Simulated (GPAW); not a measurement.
Ag:

```
Ag
1.0
    -1.65565    1.65565    1.65565
     1.65565   -1.65565    1.65565
     1.65565    1.65565   -1.65565
Ag
1
Direct
  0.00000 0.00000 0.00000
```

This isn't the form of Ag at room conditions, which is fcc.

Base run:

* Program: GPAW 26.7.0
* Functional: PBEsol
* Potentials or basis: PAW data sets generated in the run's folder for this functional
* Cutoff: 600 eV
* Basis: pw
* k mesh: 11 × 11 × 11
* Occupations: gaussian, width 0.02 eV
* Spin: no spin polarisation

Its results: band gap on the k mesh none (metal or under the smearing width); pressure -7.2 GPa.

Problem. The run is repeated on the same cell with these changes: functional from PBEsol to PBE; potentials or basis from PAW data sets generated in the run's folder for this functional to GPAW PAW data sets (gpaw-data 1.2.1). What comes out?

Solution. Band gap on the k mesh none (metal or under the smearing width); pressure -0.8 GPa.
